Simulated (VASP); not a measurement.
# SiCH₆: intrinsic reaction coordinate

SiCH₆, molecule in box, 8 atoms in the cell. PBE, intrinsic reaction coordinate; PAW potentials C, Si, H (PBE set).

Path: methyl rotation in CH3SiH3.

## Input

INCAR.step1:
```
PREC = Normal
ENCUT = 400
EDIFF = 1E-7
ISMEAR = 0
SIGMA = 0.01
ISYM = 0
LREAL = False
LASPH = True
NELM = 100
ALGO = Normal
LWAVE = False
LCHARG = False
IBRION = 2
NSW = 100
ISIF = 2
EDIFFG = -0.005
POTIM = 0.5
```

INCAR.step2:
```
PREC = Normal
ENCUT = 400
EDIFF = 1E-7
ISMEAR = 0
SIGMA = 0.01
ISYM = 0
LREAL = False
LASPH = True
NELM = 100
ALGO = Normal
LWAVE = False
LCHARG = False
IBRION = 5
NFREE = 2
POTIM = 0.015
NSW = 1
```

INCAR.step3:
```
PREC = Normal
ENCUT = 400
EDIFF = 1E-8
ISMEAR = 0
SIGMA = 0.01
ISYM = 0
LREAL = False
LASPH = True
NELM = 100
ALGO = Normal
LWAVE = False
LCHARG = False
IBRION = 44
NSW = 300
EDIFFG = -0.003
```

INCAR.step4:
```
PREC = Normal
ENCUT = 400
EDIFF = 1E-6
ISMEAR = 0
SIGMA = 0.01
ISYM = 0
LREAL = False
LASPH = True
NELM = 100
ALGO = Normal
LWAVE = False
LCHARG = False
IBRION = 40
IRC_DIRECTION = -1
IRC_STOP = 8
IRC_VNORM0 = 0.01
NSW = 900
ISIF = 2
```

INCAR.step5, as INCAR.step4 but for:
```
- IRC_DIRECTION = -1
+ IRC_DIRECTION = 1
```

KPOINTS:
```
k-points
0
Gamma
  1 1 1
```

POSCAR.step1:
```
SiH6C
1.0
    9.0000000000      0.0000000000      0.0000000000
    0.0000000000      9.5000000000      0.0000000000
    0.0000000000      0.0000000000     10.0000000000
C Si H
1 1 6
Direct
    0.5000000000      0.5000000000      0.3994374500
    0.5000000000      0.5000000000      0.5874543500
    0.5000000000      0.3926566316      0.3602477500
    0.4018733333      0.5536716842      0.3602477500
    0.5981266667      0.5536716842      0.3602477500
    0.5000000000      0.6464456842      0.6397522500
    0.3661284444      0.4267771579      0.6397522500
    0.6338715556      0.4267771579      0.6397522500
```

POSCAR.step2:
```
SiH6C
1.0
    9.0000000000      0.0000000000      0.0000000000
    0.0000000000      9.5000000000      0.0000000000
    0.0000000000      0.0000000000     10.0000000000
C Si H
1 1 6
Direct
    0.5000000000      0.5000000000      0.3994374500
    0.5000000000      0.5000000000      0.5874543500
    0.5000000000      0.3926566316      0.3602477500
    0.4018733333      0.5536716842      0.3602477500
    0.5981266667      0.5536716842      0.3602477500
    0.3661284459      0.5732228421      0.6397522500
    0.4999999993      0.3535543146      0.6397522500
    0.6338715548      0.5732228433      0.6397522500
```

POSCAR.step3:
```
SiH6C
1.0
    9.0000000000      0.0000000000      0.0000000000
    0.0000000000      9.5000000000      0.0000000000
    0.0000000000      0.0000000000     10.0000000000
C Si H
1 1 6
Direct
    0.5000000000      0.5000000000      0.3994374500
    0.5000000000      0.5000000000      0.5874543500
    0.5000000000      0.3926566316      0.3602477500
    0.4018733333      0.5536716842      0.3602477500
    0.5981266667      0.5536716842      0.3602477500
    0.3661284459      0.5732228421      0.6397522500
    0.4999999993      0.3535543146      0.6397522500
    0.6338715548      0.5732228433      0.6397522500

    0.0018280073     -0.0000028970      0.0000011588
   -0.0000939686      0.0000003789     -0.0000003789
    0.5408268306     -0.0000040001      0.0000030001
   -0.2664268428     -0.4654534605     -0.0009690176
   -0.2664278428      0.4654494604      0.0009660176
    0.1043748972      0.1812522946     -0.0007760141
   -0.2115438452      0.0000000000      0.0000000000
    0.1043748972     -0.1812492946      0.0007710140
```

POSCAR.step4:
```
SiH6C                                   
   1.00000000000000     
     9.0000000000000000    0.0000000000000000    0.0000000000000000
     0.0000000000000000    9.5000000000000000    0.0000000000000000
     0.0000000000000000    0.0000000000000000   10.0000000000000000
  C               Si              H             
     1     1     6
Direct
     0.4999999988132081    0.4999965495433832    0.3984507270536273
     0.4999999994461811    0.5000075434025320    0.5874695366209923
     0.5000000124662620    0.3920812638824868    0.3589087286931994
     0.4013355721133758    0.5539599158034137    0.3589193116349222
     0.5986644187062533    0.5539599343318408    0.3589193144765231
     0.3658369020853030    0.5733757872531962    0.6414056300968722
     0.4999999942109423    0.3532432271529737    0.6414129224992384
     0.6341631023286480    0.5733757786299920    0.6414056289245339
 
  0.18280073E-02 -0.28970000E-05  0.11588000E-05
 -0.93968600E-04  0.37890000E-06 -0.37890000E-06
  0.54082683E+00 -0.40001000E-05  0.30001000E-05
 -0.26642684E+00 -0.46545346E+00 -0.96901760E-03
 -0.26642784E+00  0.46544946E+00  0.96601760E-03
  0.10437490E+00  0.18125229E+00 -0.77601410E-03
 -0.21154385E+00  0.86736174E-18 -0.60715322E-17
  0.10437490E+00 -0.18124929E+00  0.77101400E-03
```

Commands (each step's output is kept before the next begins):
```
cat potpaw_PBE.64/C/POTCAR potpaw_PBE.64/Si/POTCAR potpaw_PBE.64/H/POTCAR > POTCAR
cp INCAR.step1 INCAR
cp POSCAR.step1 POSCAR
mpirun -np 4 vasp_gam > vasp.out
cp INCAR.step2 INCAR
cp POSCAR.step2 POSCAR
mpirun -np 4 vasp_gam > vasp.out
# the block under the positions in POSCAR is the starting axis: the most unstable mode of the Hessian, divided by the root of the mass
cp INCAR.step3 INCAR
cp POSCAR.step3 POSCAR
mpirun -np 4 vasp_gam > vasp.out
# POSCAR is the CONTCAR of the converged dimer run, with its unstable direction
cp INCAR.step4 INCAR
cp POSCAR.step4 POSCAR
mpirun -np 4 vasp_gam > vasp.out
# POSCAR is the CONTCAR of the converged dimer run, with its unstable direction
cp INCAR.step5 INCAR
mpirun -np 4 vasp_gam > vasp.out
```

## Result

- Barrier from the relaxed minimum (eV): 0.061
- Ionic steps, all stages: 578
- Electronic steps, all stages: 3336

Energy along the reaction coordinate:

| Coordinate (Å) | Energy from the saddle (eV) |
|---|---|
| -1.514 | -0.061 |
| -1.334 | -0.058 |
| -1.181 | -0.053 |
| -1.004 | -0.045 |
| -0.837 | -0.035 |
| -0.706 | -0.026 |
| -0.514 | -0.015 |
| -0.390 | -0.009 |
| -0.220 | -0.003 |
| -0.051 | -0.000 |
| 0.082 | -0.000 |
| 0.258 | -0.004 |
| 0.431 | -0.011 |
| 0.550 | -0.017 |
| 0.720 | -0.027 |
| 0.846 | -0.035 |
| 1.011 | -0.045 |
| 1.213 | -0.055 |
| 1.337 | -0.059 |
| 1.507 | -0.061 |

VASP 6.6.1 took 1268 s on 4 cores (Intel Xeon Platinum 8488C (Sapphire Rapids)), a shared host.
